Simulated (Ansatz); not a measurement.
# Molybdenum, hcp under PBEsol: structure, energy and stiffness

Aim: take molybdenum in the hcp structure, relax it, solve it on a dense k-mesh, then scale the cell to 7 volumes from 88 to 112 % of the relaxed one and try a fit of the equation of state. Spin polarisation is left out. The k-meshes are 13×13×7 for the relaxation; 22×22×11 for the dense run; 15×15×8 for the volumes.

This is Mo in the hcp structure; at room conditions it is bcc.

Program: Ansatz 0.2.0. Level of theory: DFT PBEsol, plane waves (420 eV) with PAW, scalar-relativistic; the PAW data stem from PBE, with regenerated cores. These are calculated values, not measurements.

### Step 1. The starting structure

It takes space group P6_3/mmc (No. 194, hexagonal). The conventional cell has a = 2.804 Å, b = 2.804 Å, c = 4.579 Å, α = 90.00°, β = 90.00°, γ = 120.00°. Mo (site symmetry -6m2) is surrounded by 12 Mo at 2.80 Å.

As a file:

```
CELL_PARAMETERS angstrom
2.80392 0.00000 0.00000
-1.40196 2.42827 0.00000
0.00000 0.00000 4.57880
ATOMIC_POSITIONS crystal
Mo 0.33333 0.66667 0.25000
Mo 0.66667 0.33333 0.75000
```

### Step 2. Relaxation of the cell

input.yaml

```yaml
crystal:
  lattice:
    - [2.8039216218, 0.0, 0.0]
    - [-1.4019608109, 2.4282673547, 0.0]
    - [0.0, 0.0, 4.5788040084]
  atoms:
    - { symbol: Mo, position: [0.3333333333, 0.6666666667, 0.25] }
    - { symbol: Mo, position: [0.6666666667, 0.3333333333, 0.75] }
hamiltonian:
  xc: pbesol
  pseudopotentials:
    kind: paw
    azcp:
      Mo: "pseudopotentials/Mo.paw.azcp"
basis:
  ecutwfc: 420
  fft_grid_basis: typed
kpoints:
  mp_grid: { grid: [13, 13, 7], shift: [0, 0, 0] }
magnetization:
  spin_polarized: false
scf:
  occupations: { method: fermi_dirac, width: 0.1 }
relax:
  max_steps: 60
  f_tol: 0.01
  cell: {}
```

Started as:

```
$ ansatz run input.yaml --threads 2 --pin off --max-ram 5120MiB --backend cpu --events-out ev --progress --plain --runs-dir out
```

Standard output:

```text
Warning: <dir> the record states the generating functional pbe (its physics header spells it `PBE`), which answers neither for hamiltonian.xc's functional nor for the pbesol family's — results may be inconsistent (PPs are generated against a specific XC)
Warning: RAYON_NUM_THREADS=2 ignored (pool sized by the plan → 2); use --threads N
Engine: ansatz 0.2.0, aarch64-unknown-linux-gnu
Pseudopotentials: kind: paw
Pseudopotential: Mo, paw, valence charge 14, recommended cutoff 420 eV (normal), <dir>
Functional definition: PBEsol
  exchange = pbesol_x
  correlation = pbesol_c
Crystal: 2 atoms, lattice volume = 31.176 Å³
Basis set: ecut = 420 eV, 603 PW (Γ), exchange–correlation on 40×40×64 points (8 copies of the dense FFT grid, shifted against one another)
Bands: 18, of which v1, the nominal top of the filled ones, is band 14 counted from 1 (13 counted from 0)
Symmetry: 24 space group operations
Space group: P63/mmc (ITA 194), of the structure as read, at distance tolerance 3.1e-5 Å
k-points: 84 of 1183
Non-local potential: Mo, projectors of the file, l = 0: 3, l = 1: 2, l = 2: 2, l = 3: 1
PAW form: soft (Blöchl's): semilocal exchange-correlation on the pseudo side does not see the compensation charge
PAW frozen core: Mo, regenerated for the run's functional, and the local potential with it (the file was generated under x = pbe(κ = 0.804, μ = 0.2195149727645171), c = pbe(β = 0.06672455060314922))
PAW one-centre angular grid: Mo, 590 points (default); XC on 64 Gauss nodes
Initial density: superposition of atomic densities (neutral atoms: chi_scale 0, normalization atom), corrected by the library's trained network
Initial wavefunctions: pseudopotential atomic-orbital guess
Functional: x = pbesol(κ = 0.804, μ = 0.12345679012345678), c = pbesol(β = 0.046)
SCF iter   1: F=—  HF=-9794.038103 eV  |F-HF|=—  |Δ(HF+E_count)|=         —  Δρ=6.91e-3  dr2=7.80e-3  ethr=1.77e-3  ⟨swp⟩=5.2  Hψ=15175  notcnv=0  defer=29
automatic band count: the SCF goes on with 22 bands, as 18 were too few: the levels above may hold too much charge
preconditioner: auto → none  [metal: Δε(μ)=0.012 eV  Ē_g=8.104 eV  σ=0.100 eV  W_gap=0.03  n_scr=8 (ndim 8)  ℏωp=23.0 eV  f_vac=0.000  D(μ)=3.18/eV (n_scr^D=36)  sad-step TF]
SCF iter   2: F=—  HF=-9794.037155 eV  |F-HF|=—  |Δ(HF+E_count)|=   9.48e-4  Δρ=4.26e-3  dr2=3.54e-3  ethr=2.79e-5  ⟨swp⟩=1.2  Hψ=2585  notcnv=0  defer=32
SCF iter   3: F=—  HF=-9794.036573 eV  |F-HF|=—  |Δ(HF+E_count)|=   5.82e-4  Δρ=6.50e-4  dr2=8.78e-5  ethr=1.26e-5  ⟨swp⟩=2.0  Hψ=2255  notcnv=0  defer=32
SCF iter   4: F=—  HF=-9794.036547 eV  |F-HF|=—  |Δ(HF+E_count)|=   2.63e-5  Δρ=1.32e-4  dr2=1.94e-6  ethr=3.14e-7  ⟨swp⟩=2.0  Hψ=2845  notcnv=0  defer=32
iter 5 did not close the SCF: its close was put off for the readings that it lacked (scf_convergence_deferred on its scf_iter line)
SCF iter   5: F=-9794.036547 eV  HF=-9794.036547 eV  |F-HF|=2.14e-8  |Δ(HF+E_count)|=   9.27e-8  Δρ=1.71e-5  dr2=3.85e-8  ethr=6.92e-9  ⟨swp⟩=2.3  Hψ=2767  notcnv=0  defer=32
SCF iter   6: F=-9794.036547 eV  HF=-9794.036547 eV  |F-HF|=1.44e-9  |Δ(HF+E_count)|=   6.18e-9  Δρ=4.46e-6  dr2=2.25e-9  ethr=1.37e-10  ⟨swp⟩=1.6  Hψ=5559  notcnv=0
SCF 1 converged in 6 iterations: F = -9794.036547 eV  dr2 = 2.25e-9
relax step   1: F+E_penalty+E_count = -9794.03654695 eV  Δ(F+E_penalty+E_count) = +0.000e0 eV  max|allowed force component| = 7.170e-17 eV/Å  Δτ_max = 0.0000 Å  P = -1.043 GPa  Ω = 31.176 Å³  (6 SCF iters, dr2 threshold 1.00e-7 eV, accepted)
Crystal: 2 atoms, lattice volume = 30.782 Å³
Basis set: ecut = 420 eV, 591 PW (Γ), exchange–correlation on 40×40×64 points (8 copies of the dense FFT grid, shifted against one another)
Bands: 22, of which v1, the nominal top of the filled ones, is band 14 counted from 1 (13 counted from 0)
Initial density: handed on by an earlier stage of this run
Initial wavefunctions: those handed on with the density
iter 1 solved again at ethr=2.23e-5 eV; its pass at ethr=3.10e-3 eV (dr2=6.24e-3 eV) is discarded
SCF iter   1: F=—  HF=-9794.054815 eV  |F-HF|=—  |Δ(HF+E_count)|=         —  Δρ=5.99e-3  dr2=5.88e-3  ethr=2.23e-5  ⟨swp⟩=1.4  Hψ=9976  notcnv=0
preconditioner: auto → none  [metal: Δε(μ)=0.008 eV  Ē_g=8.223 eV  σ=0.100 eV  W_gap=0.02  n_scr=8 (ndim 8)  ℏωp=23.2 eV  f_vac=0.000  D(μ)=3.06/eV (n_scr^D=36)]
SCF iter   2: F=—  HF=-9794.053120 eV  |F-HF|=—  |Δ(HF+E_count)|=   1.70e-3  Δρ=2.31e-3  dr2=5.42e-4  ethr=2.10e-5  ⟨swp⟩=1.1  Hψ=1884  notcnv=0
SCF iter   3: F=—  HF=-9794.053017 eV  |F-HF|=—  |Δ(HF+E_count)|=   1.03e-4  Δρ=5.17e-4  dr2=2.47e-5  ethr=1.94e-6  ⟨swp⟩=1.0  Hψ=1848  notcnv=0
SCF iter   4: F=—  HF=-9794.053030 eV  |F-HF|=—  |Δ(HF+E_count)|=   1.35e-5  Δρ=2.31e-5  dr2=9.96e-8  ethr=8.81e-8  ⟨swp⟩=1.0  Hψ=1848  notcnv=0
iter 5 did not close the SCF: its close was put off for the readings that it lacked (scf_convergence_deferred on its scf_iter line)
SCF iter   5: F=-9794.053030 eV  HF=-9794.053030 eV  |F-HF|=2.19e-9  |Δ(HF+E_count)|=   9.29e-9  Δρ=4.03e-6  dr2=3.61e-9  ethr=3.56e-10  ⟨swp⟩=2.7  Hψ=3069  notcnv=0
SCF iter   6: F=-9794.053030 eV  HF=-9794.053030 eV  |F-HF|=1.02e-10  |Δ(HF+E_count)|=   1.07e-9  Δρ=1.13e-6  dr2=2.36e-10  ethr=1.29e-11  ⟨swp⟩=1.5  Hψ=5162  notcnv=0
SCF 2 converged in 6 iterations: F = -9794.053030 eV  dr2 = 2.36e-10
relax step   2: F+E_penalty+E_count = -9794.05303026 eV  Δ(F+E_penalty+E_count) = -1.648e-2 eV  max|allowed force component| = 9.252e-18 eV/Å  Δτ_max = 0.0000 Å  P = +2.677 GPa  Ω = 30.782 Å³  energy of the carried Pulay correction = +6.102e-5 eV  (6 SCF iters, dr2 threshold 2.00e-7 eV, accepted)
Crystal: 2 atoms, lattice volume = 31.492 Å³
Basis set: ecut = 420 eV, 635 PW (Γ), exchange–correlation on 40×40×64 points (8 copies of the dense FFT grid, shifted against one another)
iter 1 solved again at ethr=7.84e-5 eV; its pass at ethr=3.10e-3 eV (dr2=2.19e-2 eV) is discarded
SCF iter   1: F=—  HF=-9794.084440 eV  |F-HF|=—  |Δ(HF+E_count)|=         —  Δρ=1.09e-2  dr2=2.25e-2  ethr=7.84e-5  ⟨swp⟩=1.1  Hψ=10598  notcnv=0
preconditioner: auto → Kerker (q_TF=auto, 2.675 Å⁻¹)  [metal: Δε(μ)=0.008 eV  Ē_g=8.058 eV  σ=0.100 eV  W_gap=0.02  n_scr=10 (ndim 8)  ℏωp=22.9 eV  f_vac=0.000  D(μ)=2.72/eV (n_scr^D=36)]
SCF iter   2: F=—  HF=-9794.079591 eV  |F-HF|=—  |Δ(HF+E_count)|=   4.85e-3  Δρ=5.96e-3  dr2=7.40e-3  ethr=7.84e-5  ⟨swp⟩=1.0  Hψ=1848  notcnv=0
SCF iter   3: F=—  HF=-9794.077249 eV  |F-HF|=—  |Δ(HF+E_count)|=   2.34e-3  Δρ=6.68e-4  dr2=7.50e-5  ethr=2.64e-5  ⟨swp⟩=2.0  Hψ=2610  notcnv=0
SCF iter   4: F=—  HF=-9794.077267 eV  |F-HF|=—  |Δ(HF+E_count)|=   1.88e-5  Δρ=7.12e-5  dr2=8.28e-7  ethr=2.68e-7  ⟨swp⟩=1.9  Hψ=2859  notcnv=0
iter 5 did not close the SCF: its close was put off for the readings that it lacked (scf_convergence_deferred on its scf_iter line)
SCF iter   5: F=-9794.077267 eV  HF=-9794.077267 eV  |F-HF|=1.63e-9  |Δ(HF+E_count)|=   5.17e-8  Δρ=1.20e-5  dr2=1.68e-8  ethr=2.96e-9  ⟨swp⟩=1.8  Hψ=2250  notcnv=0
SCF iter   6: F=-9794.077267 eV  HF=-9794.077267 eV  |F-HF|=2.55e-11  |Δ(HF+E_count)|=   3.43e-9  Δρ=1.61e-6  dr2=4.06e-10  ethr=6.00e-11  ⟨swp⟩=1.9  Hψ=5175  notcnv=0
SCF 3 converged in 6 iterations: F = -9794.077267 eV  dr2 = 4.06e-10
relax step   3: F+E_penalty+E_count = -9794.07726737 eV  Δ(F+E_penalty+E_count) = -2.424e-2 eV  max|allowed force component| = 1.966e-17 eV/Å  Δτ_max = 0.0000 Å  P = -1.868 GPa  Ω = 31.492 Å³  energy of the carried Pulay correction = -4.410e-5 eV  (6 SCF iters, dr2 threshold 2.00e-7 eV, accepted)
[... 13 lines left out ...]
relax step   4: F+E_penalty+E_count = -9794.07302035 eV  Δ(F+E_penalty+E_count) = +4.247e-3 eV  max|allowed force component| = 3.238e-17 eV/Å  Δτ_max = 0.0000 Å  P = +4.017 GPa  Ω = 30.785 Å³  energy of the carried Pulay correction = +6.283e-5 eV  (6 SCF iters, dr2 threshold 2.00e-7 eV, rejected (line search))
[... 11 lines left out ...]
relax step   5: F+E_penalty+E_count = -9794.07916246 eV  Δ(F+E_penalty+E_count) = -1.895e-3 eV  max|allowed force component| = 3.123e-17 eV/Å  Δτ_max = 0.0000 Å  P = -0.735 GPa  Ω = 31.337 Å³  energy of the carried Pulay correction = -2.100e-5 eV  (6 SCF iters, accepted)
[... 13 lines left out ...]
relax step   6: F+E_penalty+E_count = -9794.07987155 eV  Δ(F+E_penalty+E_count) = -7.091e-4 eV  max|allowed force component| = 3.701e-17 eV/Å  Δτ_max = 0.0000 Å  P = -0.030 GPa  Ω = 31.225 Å³  energy of the carried Pulay correction = -4.328e-6 eV  (6 SCF iters, dr2 threshold 2.00e-7 eV, accepted)
[... 12 lines left out ...]
relax step   7: F+E_penalty+E_count = -9794.07988816 eV  Δ(F+E_penalty+E_count) = -1.662e-5 eV  max|allowed force component| = 3.701e-17 eV/Å  Δτ_max = 0.0000 Å  P = +0.000 GPa  Ω = 31.225 Å³  energy of the carried Pulay correction = -4.288e-6 eV  (6 SCF iters, dr2 threshold 3.81e-8 eV, accepted)
Basis set: ecut = 420 eV, 599 PW (Γ), exchange–correlation on 40×40×72 points (8 copies of the dense FFT grid, shifted against one another)
Initial wavefunctions: pseudopotential atomic-orbital guess (no wavefunctions were taken with the density)
iter 1 solved again at ethr=2.93e-8 eV; its pass at ethr=3.10e-3 eV (dr2=8.21e-6 eV) is discarded
SCF iter   1: F=—  HF=-9794.079935 eV  |F-HF|=—  |Δ(HF+E_count)|=         —  Δρ=1.25e-4  dr2=3.65e-7  ethr=2.93e-8  ⟨swp⟩=3.0  Hψ=13008  notcnv=0
preconditioner: auto → Kerker (q_TF=auto, 2.679 Å⁻¹)  [metal: Δε(μ)=0.009 eV  Ē_g=8.123 eV  σ=0.100 eV  W_gap=0.02  n_scr=10 (ndim 8)  ℏωp=23.0 eV  f_vac=0.000  D(μ)=2.78/eV (n_scr^D=36)]
SCF iter   2: F=—  HF=-9794.079935 eV  |F-HF|=—  |Δ(HF+E_count)|=   2.08e-7  Δρ=6.38e-5  dr2=9.08e-8  ethr=1.30e-9  ⟨swp⟩=1.0  Hψ=1851  notcnv=0
SCF iter   3: F=—  HF=-9794.079935 eV  |F-HF|=—  |Δ(HF+E_count)|=   2.61e-7  Δρ=3.13e-6  dr2=5.44e-10  ethr=3.24e-10  ⟨swp⟩=2.2  Hψ=2961  notcnv=0
iter 4 did not close the SCF: its close was put off for the readings that it lacked (scf_convergence_deferred on its scf_iter line)
SCF iter   4: F=-9794.079935 eV  HF=-9794.079935 eV  |F-HF|=0.00e0  |Δ(HF+E_count)|=  4.18e-10  Δρ=2.04e-7  dr2=2.82e-12  ethr=1.94e-12  ⟨swp⟩=2.6  Hψ=2913  notcnv=0
iter 5 did not close the SCF: its close was put off for the readings that it lacked (scf_convergence_deferred on its scf_iter line)
SCF iter   5: F=-9794.079935 eV  HF=-9794.079935 eV  |F-HF|=1.82e-12  |Δ(HF+E_count)|=  5.46e-12  Δρ=3.96e-8  dr2=2.18e-13  ethr=1.00e-12  ⟨swp⟩=1.0  Hψ=1848  notcnv=0
iter 6 did not close the SCF: its close was put off for the readings that it lacked (scf_convergence_deferred on its scf_iter line)
SCF iter   6: F=-9794.079935 eV  HF=-9794.079935 eV  |F-HF|=1.82e-12  |Δ(HF+E_count)|=  1.82e-12  Δρ=4.14e-9  dr2=3.67e-15  ethr=1.00e-12  ⟨swp⟩=1.0  Hψ=1848  notcnv=0
iter 7 did not close the SCF: its close was put off for the readings that it lacked (scf_convergence_deferred on its scf_iter line)
SCF iter   7: F=-9794.079935 eV  HF=-9794.079935 eV  |F-HF|=3.64e-12  |Δ(HF+E_count)|=  1.82e-12  Δρ=4.40e-10  dr2=1.83e-17  ethr=1.00e-12  ⟨swp⟩=1.0  Hψ=1848  notcnv=0
SCF iter   8: F=-9794.079935 eV  HF=-9794.079935 eV  |F-HF|=1.82e-12  |Δ(HF+E_count)|=  1.82e-12  Δρ=8.78e-11  dr2=1.00e-18  ethr=1.00e-12  ⟨swp⟩=1.3  Hψ=4106  notcnv=0
SCF 8 converged in 8 iterations: F = -9794.079935 eV  dr2 = 1.00e-18
relax step   8: F+E_penalty+E_count = -9794.07993544 eV  Δ(F+E_penalty+E_count) = -4.727e-5 eV  max|allowed force component| = 2.544e-17 eV/Å  Δτ_max = 0.0000 Å  P = +0.006 GPa  Ω = 31.225 Å³  stress off target by 2.02e-2 GPa  SCF on the basis re-selected at this cell (its energy is not comparable with the rows above)  (8 SCF iters)
basis re-selected at this cell: Δ(F+E_penalty+E_count) = -4.727e-5 eV, ΔP = +0.006 GPa vs the last step (what re-selecting the basis moved, of the pressure what is left beyond the Pulay correction that the steps carried, after the strain that the cell walked since its last selection, with what the two solves' SCF thresholds leave and, on support functions, any second-order correction that the steps lacked; it is no measure of the basis error at this ecutwfc). The dense FFT grid was sized anew with the basis: this SCF ran on 20×20×36 points, the steps before it on 20×20×32, so part of this shift can come from that change (see relax.cell in the input reference). This SCF's stress stands 2.02e-2 GPa from its target on what of the cell is left free (relax.cell.stress_tol is 5.00e-2 GPa) and its largest allowed force component is 2.54e-17 eV/Å (relax.f_tol is 1.00e-2 eV/Å): within both
SCF converged after 8 iterations
Free energy (F): -9794.079935 eV
Harris-Foulkes:  -9794.079935 eV  (|F-HF|=1.82e-12)
Internal energy: -9793.990379 eV  (E = F + TS)
E sigma→0 (E₀):  -9794.035157 eV
Entropy (-TS):   -0.089557 eV (-44.778 meV/atom)
Fermi energy:    20.686158 eV
--- Per-component energies (eV) ---
  E_band       = -108.389552
  E_kinetic    = 883.672166
  E_local      = -1579.538536  (includes V_loc(G=0)·N_el)
  E_nonlocal   = 290.504952
  E_hartree    = 522.492112
  E_xc         = -364.909797
  E_vxc        = -457.092009  (∫ρ·V_xc dr)
  E_paw        = -6288.061048  (= ΣΔE_a)
  E_vpaw       = -290.920426  (= ΣTr[D̂ρ^β])
  E_aug_tail   = 0.000078  (compensation charges beyond the density's cutoff)
  E_ewald      = -3258.568903
  E_core_change = 0.418599  (= ΣΔE_core)
  E_smearing   = -0.089557  (= −TS)
  E_closure    = 0.000000  (closes the sum)
  Σ components = -9794.079935   (vs F -9794.079935, Δ=0.00e0)
--- Forces (eV/Å), atoms counted from 1 ---
  atom   1  Mo    -0.00000000     0.00000000     0.00000000
  atom   2  Mo     0.00000000    -0.00000000     0.00000000
  max |Σ_I F_I| component: 4.63e-18 eV/Å
--- Stress (GPa, compression-positive) ---
       -0.001548      -0.000000       0.000000
        0.000000      -0.001548       0.000000
        0.000000       0.000000       0.020216
  P = ⅓ Tr σ = 0.0057 GPa (0.057 kbar)
--- Relaxed structure (7 steps of the walk, 6 accepted, 1 SCFs on fresh bases) ---
  F+E_penalty+E_count = -9794.07993544 eV   max|allowed force component| = 2.544e-17 eV/Å   (the final SCF, on the basis selected at the relaxed cell)
  cell:  # Å, volume = 31.2246 Å³
    - [2.7341859946555522, -8.632649559924348e-34, 0.0]
    - [-1.3670929973277761, 2.367874530043332, 0.0]
    - [0.0, 0.0, 4.822915210584461]
  atoms:
    - { symbol: Mo, position: [0.3333333333333333, 0.6666666666666666, 0.25] }
    - { symbol: Mo, position: [0.6666666666666666, 0.3333333333333333, 0.75] }
```

Run time: 8.2 s. Hardware: 2 threads of Arm Neoverse V2, shared host; peak memory 0.34 GiB.

The walk, from the log:

```tsv
step	energy change (meV/atom)	largest force (eV/Å)	pressure (GPa)	volume (Å³/atom)	accepted
1	0.00	0.0000	-1.04	15.588	yes
2	-8.24	0.0000	2.68	15.391	yes
3	-20.36	0.0000	-1.87	15.746	yes
4	-18.24	0.0000	4.02	15.393	no
5	-21.31	0.0000	-0.73	15.669	yes
6	-21.66	0.0000	-0.03	15.612	yes
7	-21.67	0.0000	0.00	15.612	yes
8	-21.69	0.0000	0.01	15.612	yes
```

Steps that repeat a cell are solved on a basis chosen anew, so their changes of energy are no gain of the relaxation.

The cell of the run, before and after:

|  | before | after | change |
| --- | --- | --- | --- |
| a (Å) | 2.804 | 2.734 | -2.5 % |
| b (Å) | 2.804 | 2.734 | -2.5 % |
| c (Å) | 4.579 | 4.823 | +5.3 % |
| volume (Å³/atom) | 15.588 | 15.612 | +0.2 % |
| shortest distance (Å) | 2.804 | 2.734 | -2.5 % |
| space group (spins left aside) | P6_3/mmc | P6_3/mmc | same |

### Step 3. The energy on a finer k-mesh

input.yaml

```yaml
crystal:
  lattice:
    - [2.7341859947, 0.0, 0.0]
    - [-1.3670929973, 2.36787453, 0.0]
    - [0.0, 0.0, 4.8229152106]
  atoms:
    - { symbol: Mo, position: [0.3333333333, 0.6666666667, 0.25] }
    - { symbol: Mo, position: [0.6666666667, 0.3333333333, 0.75] }
hamiltonian:
  xc: pbesol
  pseudopotentials:
    kind: paw
    azcp:
      Mo: "pseudopotentials/Mo.paw.azcp"
basis:
  ecutwfc: 420
  fft_grid_basis: typed
kpoints:
  mp_grid: { grid: [22, 22, 11], shift: [0, 0, 0] }
magnetization:
  spin_polarized: false
scf:
  occupations: { method: fermi_dirac, width: 0.1 }
output:
  write_density: true
  write_potential: true
  elf: true
  volumetric_format: npy
```

Started as:

```
$ ansatz run input.yaml --threads 2 --pin off --max-ram 5120MiB --backend cpu --events-out ev --progress --plain --runs-dir out
```

Standard output, shortened:

```text
Warning: <dir> the record states the generating functional pbe (its physics header spells it `PBE`), which answers neither for hamiltonian.xc's functional nor for the pbesol family's — results may be inconsistent (PPs are generated against a specific XC)
Warning: RAYON_NUM_THREADS=2 ignored (pool sized by the plan → 2); use --threads N
[...]
Pseudopotentials: kind: paw
Pseudopotential: Mo, paw, valence charge 14, recommended cutoff 420 eV (normal), <dir>
Functional definition: PBEsol
[...]
Crystal: 2 atoms, lattice volume = 31.225 Å³
Basis set: ecut = 420 eV, 599 PW (Γ)
Bands: 18, of which v1, the nominal top of the filled ones, is band 14 counted from 1 (13 counted from 0)
Symmetry: 24 space group operations
Space group: P63/mmc (ITA 194), of the structure as read, at distance tolerance 3.1e-5 Å
k-points: 312 of 5324
[...]
SCF iter   1: F=—  HF=-9794.083486 eV  |F-HF|=—  |Δ(HF+E_count)|=         —  Δρ=5.65e-3  dr2=5.44e-3  ethr=1.77e-3  ⟨swp⟩=5.1  Hψ=25087  notcnv=0
[...]
SCF iter   6: F=-9794.082383 eV  HF=-9794.082383 eV  |F-HF|=6.48e-10  |Δ(HF+E_count)|=   8.07e-9  Δρ=2.76e-6  dr2=1.45e-9  ethr=2.26e-10  ⟨swp⟩=1.0  Hψ=16347  notcnv=0
the search or the solves at the SCF's close seem to have found levels that the self-consistency loop had missed (the run counts 1). By its estimate they hold under 1e-12 electrons; where the run keeps them, the occupations were computed again with them
[...]
SCF converged after 6 iterations
Free energy (F): -9794.082383 eV
[...]
E sigma→0 (E₀):  -9794.039311 eV
Entropy (-TS):   -0.086144 eV (-43.072 meV/atom)
Fermi energy:    20.682924 eV
[...]
--- Band table (eV; the first three rows and the last of 312) ---
  k-point 0: bands = ["-40.0596", "-39.8757", "-14.7040", "-13.5152", "-13.3756", "-13.3756", "-13.2555", "-13.2555", "13.7386", "15.8356", "18.9727", "19.9959", "19.9959", "20.5329", "20.5329", "21.4177", "22.1329", "22.1329"]
[...]
```

Wall time 3.7 s (2 threads of Arm Neoverse V2, shared host); peak memory 0.4 GiB.

Density in a lattice plane of the grid's cell (edges 2.73 and 4.82 Å, at 0.333 of the third edge), which holds Mo.

Ten even steps from ' ' (0.25 e/Å³) to '@' (6.59 e/Å³):
```
                            
              ..::----::..  
            ::==**####++--..
          ..--##@@@@@@%%**::
..        ..==%%@@@@@@@@**--
          ..--**@@@@@@%%++::
            ::==**####++--..
              ..::----::..  
                            
                            
                            
                            
    ....                    
  ........                  
....::::....                
  ..::....                  
    ....                    
                            
                            
                            
```
Columns run along the first of these edges and rows up along the second, over one cell in 14 and 20 even steps from the bottom left corner. Atoms in the plane (fractional): Mo at (0.67, 0.75).

ELF in the same plane.

Values, 12 rows by 6 columns:
```
0.21 0.36 0.22 0.34 0.56 0.34
0.27 0.30 0.29 0.71 0.71 0.69
0.39 0.28 0.41 0.73 0.37 0.71
0.27 0.30 0.29 0.70 0.70 0.68
0.21 0.36 0.22 0.36 0.56 0.35
0.30 0.31 0.30 0.28 0.29 0.28
0.21 0.18 0.22 0.38 0.49 0.38
0.27 0.39 0.29 0.30 0.44 0.30
0.39 0.56 0.41 0.27 0.38 0.27
0.27 0.39 0.29 0.29 0.44 0.30
0.21 0.18 0.22 0.39 0.50 0.39
0.31 0.31 0.31 0.28 0.28 0.28
```
Columns run along the first of these edges and rows up along the second, over one cell in 6 and 12 even steps from the bottom left corner. Atoms in the plane (fractional): Mo at (0.67, 0.75).

Both are smooth fields of the valence electrons: close to the nuclei they are not physical.

The highest ELF values outside the cores: 0.51 between the atoms, 1.6 Å from Mo.

[end of part 1 of 2]
